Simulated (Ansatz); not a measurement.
## Tl: 20 steps of 3.0 fs from 300 K

Theory: DFT, LDA, all-electron LAPW, scalar-relativistic in Ansatz 0.2.0.

Command: `ansatz run input.yaml --threads 2 --pin off --max-ram 4096MiB --backend cpu --events-out ev --progress --plain --runs-dir out` The run took 8.7 min on 2 threads of Intel(R) Xeon(R) 6975P-C (Granite Rapids) (shared host), peak memory 0.94 GiB.

```yaml
crystal:
  lattice:
    - [0.0, 4.932682466, 4.932682466]
    - [4.932682466, 0.0, 4.932682466]
    - [2.466341233, 2.466341233, 0.0]
  atoms:
    - { symbol: Tl, position: [0.0, 0.0, 0.0] }
    - { symbol: Tl, position: [0.0, 0.5, 0.0] }
    - { symbol: Tl, position: [0.5, 0.0, 0.0] }
    - { symbol: Tl, position: [0.5, 0.5, 0.0] }
kpoints:
  mp_grid: { grid: [4, 4, 7] }
scf:
  occupations: { method: fermi_dirac, width: 0.08 }
hamiltonian:
  xc: lda
  pseudopotentials: { kind: all_electron, lapw: { basis_error: 0.001 } }
output:
  forces: true
  stress: true
md:
  timestep: 3.0
  n_steps: 20
  ensemble: nvt_langevin
  temperature: 300
  initial_velocities: maxwell_boltzmann
  seed: 561355
```

No spin–orbit coupling, which matters for the heavy atoms here.

Structure from Materials Project entry mp-151 (possibly hypothetical).

Each frame lists Cartesian positions (Å) and forces (eV/Å). Free energies count from the first step, -2201915.3724 eV.

Step 0 (t = 0.0 fs): E = 0.0 meV, T = 225 K

```
Tl    0.0000    0.0000    0.0000     0.000   0.000   0.000
Tl    2.4663    0.0000    2.4663     0.000   0.000   0.000
Tl    0.0000    2.4663    2.4663     0.000   0.000   0.000
Tl    2.4663    2.4663    4.9327     0.000   0.000   0.000
```

Step 1 (t = 3.0 fs): E = 0.0 meV, T = 225 K

```
Tl    0.0006    0.0045    0.0035     0.002  -0.003   0.001
Tl    2.4674   -0.0063    2.4671    -0.003   0.004  -0.001
Tl   -0.0005    2.4695    2.4650     0.003  -0.002   0.003
Tl    2.4646    2.4656    4.9300    -0.002   0.001  -0.003
```

Step 2 (t = 6.0 fs): E = +0.1 meV, T = 243 K

```
Tl    0.0001    0.0096    0.0066     0.006  -0.007   0.002
Tl    2.4684   -0.0126    2.4679    -0.006   0.007  -0.003
Tl   -0.0003    2.4731    2.4638     0.006  -0.004   0.006
Tl    2.4632    2.4647    4.9272    -0.005   0.004  -0.005
```

Step 3 (t = 9.0 fs): E = +0.2 meV, T = 264 K

```
Tl   -0.0013    0.0150    0.0097     0.010  -0.012   0.004
Tl    2.4688   -0.0189    2.4687    -0.009   0.011  -0.006
Tl   -0.0003    2.4769    2.4622     0.008  -0.005   0.010
Tl    2.4623    2.4646    4.9241    -0.009   0.007  -0.008
```

Step 4 (t = 12.0 fs): E = +0.4 meV, T = 264 K

```
Tl   -0.0038    0.0206    0.0121     0.015  -0.018   0.005
Tl    2.4679   -0.0248    2.4695    -0.012   0.015  -0.009
Tl   -0.0010    2.4813    2.4596     0.012  -0.007   0.016
Tl    2.4618    2.4652    4.9214    -0.014   0.010  -0.011
```

Step 5 (t = 15.0 fs): E = +0.7 meV, T = 266 K

```
Tl   -0.0071    0.0259    0.0143     0.021  -0.025   0.004
Tl    2.4663   -0.0303    2.4701    -0.016   0.019  -0.011
Tl   -0.0018    2.4854    2.4555     0.015  -0.009   0.024
Tl    2.4611    2.4657    4.9198    -0.020   0.015  -0.017
```

Step 6 (t = 18.0 fs): E = +1.1 meV, T = 235 K

```
Tl   -0.0100    0.0303    0.0172     0.026  -0.031   0.001
Tl    2.4646   -0.0362    2.4703    -0.018   0.022  -0.011
Tl   -0.0025    2.4884    2.4507     0.017  -0.010   0.033
Tl    2.4600    2.4659    4.9184    -0.026   0.019  -0.023
```

Step 7 (t = 21.0 fs): E = +1.6 meV, T = 263 K

```
Tl   -0.0124    0.0340    0.0206     0.030  -0.037  -0.003
Tl    2.4625   -0.0423    2.4707    -0.020   0.025  -0.011
Tl   -0.0030    2.4910    2.4461     0.019  -0.010   0.041
Tl    2.4585    2.4668    4.9167    -0.030   0.022  -0.028
```

Step 8 (t = 24.0 fs): E = +2.1 meV, T = 288 K

```
Tl   -0.0150    0.0373    0.0246     0.034  -0.042  -0.008
Tl    2.4604   -0.0484    2.4711    -0.021   0.027  -0.009
Tl   -0.0028    2.4942    2.4408     0.020  -0.010   0.050
Tl    2.4569    2.4680    4.9153    -0.033   0.025  -0.034
```

Step 9 (t = 27.0 fs): E = +2.8 meV, T = 279 K

```
Tl   -0.0176    0.0407    0.0281     0.040  -0.048  -0.013
Tl    2.4586   -0.0541    2.4712    -0.023   0.030  -0.006
Tl   -0.0023    2.4976    2.4343     0.022  -0.011   0.062
Tl    2.4556    2.4686    4.9144    -0.038   0.029  -0.042
```

Step 10 (t = 30.0 fs): E = +3.5 meV, T = 225 K

```
Tl   -0.0196    0.0442    0.0313     0.045  -0.054  -0.020
Tl    2.4567   -0.0585    2.4713    -0.024   0.031  -0.005
Tl   -0.0015    2.5009    2.4276     0.022  -0.011   0.073
Tl    2.4542    2.4682    4.9133    -0.043   0.034  -0.049
```

Step 11 (t = 33.0 fs): E = +4.3 meV, T = 195 K

```
Tl   -0.0207    0.0476    0.0342     0.050  -0.059  -0.026
Tl    2.4552   -0.0620    2.4716    -0.025   0.032  -0.004
Tl   -0.0002    2.5042    2.4214     0.022  -0.011   0.083
Tl    2.4527    2.4675    4.9119    -0.047   0.038  -0.054
```

Step 12 (t = 36.0 fs): E = +5.2 meV, T = 248 K

```
Tl   -0.0216    0.0518    0.0372     0.056  -0.066  -0.031
Tl    2.4535   -0.0658    2.4727    -0.025   0.032  -0.004
Tl    0.0013    2.5071    2.4156     0.022  -0.010   0.093
Tl    2.4519    2.4667    4.9101    -0.053   0.044  -0.058
```

Step 13 (t = 39.0 fs): E = +6.3 meV, T = 268 K

```
Tl   -0.0220    0.0568    0.0406     0.062  -0.074  -0.037
Tl    2.4513   -0.0694    2.4740    -0.024   0.033  -0.006
Tl    0.0022    2.5102    2.4094     0.021  -0.009   0.104
Tl    2.4513    2.4656    4.9079    -0.059   0.050  -0.061
```

Step 14 (t = 42.0 fs): E = +7.4 meV, T = 248 K

```
Tl   -0.0214    0.0627    0.0439     0.069  -0.082  -0.042
Tl    2.4499   -0.0728    2.4753    -0.023   0.033  -0.008
Tl    0.0024    2.5129    2.4037     0.021  -0.007   0.114
Tl    2.4509    2.4644    4.9049    -0.066   0.056  -0.064
```

Step 15 (t = 45.0 fs): E = +8.6 meV, T = 237 K

```
Tl   -0.0204    0.0685    0.0477     0.074  -0.090  -0.046
Tl    2.4493   -0.0766    2.4767    -0.023   0.034  -0.011
Tl    0.0034    2.5153    2.3991     0.020  -0.005   0.123
Tl    2.4514    2.4632    4.9021    -0.072   0.062  -0.066
```

Step 16 (t = 48.0 fs): E = +9.8 meV, T = 242 K

```
Tl   -0.0193    0.0740    0.0516     0.080  -0.097  -0.050
Tl    2.4495   -0.0813    2.4776    -0.023   0.035  -0.013
Tl    0.0050    2.5183    2.3952     0.021  -0.005   0.132
Tl    2.4525    2.4620    4.8999    -0.078   0.067  -0.069
```

Step 17 (t = 51.0 fs): E = +11.3 meV, T = 273 K

```
Tl   -0.0179    0.0793    0.0554     0.085  -0.103  -0.053
Tl    2.4513   -0.0865    2.4776    -0.026   0.039  -0.013
Tl    0.0064    2.5225    2.3916     0.023  -0.007   0.140
Tl    2.4527    2.4611    4.8979    -0.082   0.071  -0.075
```

Step 18 (t = 54.0 fs):

```
Tl   -0.0167    0.0841    0.0590
Tl    2.4529   -0.0922    2.4774
Tl    0.0072    2.5281    2.3881
Tl    2.4527    2.4604    4.8954
```

Step 19 (t = 57.0 fs): E = +13.9 meV, T = 276 K

```
Tl   -0.0151    0.0886    0.0623     0.093  -0.114  -0.056
Tl    2.4531   -0.0974    2.4773    -0.033   0.049  -0.013
Tl    0.0075    2.5344    2.3843     0.030  -0.014   0.155
Tl    2.4534    2.4592    4.8923    -0.090   0.079  -0.086
```

Step 20 (t = 60.0 fs): E = +15.3 meV, T = 288 K

```
Tl   -0.0128    0.0932    0.0652     0.098  -0.119  -0.057
Tl    2.4533   -0.1017    2.4777    -0.035   0.053  -0.015
Tl    0.0078    2.5406    2.3801     0.033  -0.017   0.163
Tl    2.4551    2.4585    4.8895    -0.096   0.084  -0.091
```

Problem. Give the energy and forces of step 18.

Solution. E = +12.5 meV, T = 303 K
```
Tl   -0.0167    0.0841    0.0590     0.089  -0.108  -0.055
Tl    2.4529   -0.0922    2.4774    -0.030   0.044  -0.012
Tl    0.0072    2.5281    2.3881     0.027  -0.011   0.148
Tl    2.4527    2.4604    4.8954    -0.086   0.074  -0.081
```

Problem. What is the mean temperature over the last 11 frames?

Solution. 255 K; so short a run of so small a cell isn't equilibrated.
